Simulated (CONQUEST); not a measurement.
The system is GaP.

```
Ga P
1.0
     3.85409    0.00000    0.00000
     0.00000    3.85409    0.00000
     0.00000    0.00000    5.45050
Ga P
2 2
Direct
  0.00000 0.00000 0.00000
  0.50000 0.50000 0.50000
  0.00000 0.50000 0.25000
  0.50000 0.00000 0.75000
```

Base run:

```yaml
Program: CONQUEST 1.3
Functional: PBE
Potentials_or_basis: PseudoDojo NC PBE, DZ, grid cutoff 120 Ha
k_mesh: 7 × 7 × 5
Occupations: fermi-dirac, width 0.05 eV
Spin: no spin polarisation
```

Its results: band gap on the k mesh 1.81 eV; pressure 5.0 GPa.

Task: The run is repeated on the same cell with these changes: potentials or basis from PseudoDojo NC PBE, DZ, grid cutoff 120 Ha to PseudoDojo NC PBE, DZP, grid cutoff 120 Ha. What comes out?

Result: Band gap on the k mesh 1.54 eV; pressure 3.4 GPa.

Caveats: an odd mesh through Γ misses points on the zone boundary, where band edges often lie; the basis of atomic orbitals isn't converged, which shifts pressures, moduli and gaps; the atomic basis is small (some runs); the box holds several primitive cells, so bands are folded and the points are those of the box's own zone (some runs); the real-space grid breaks the cell's symmetry a little (some runs).
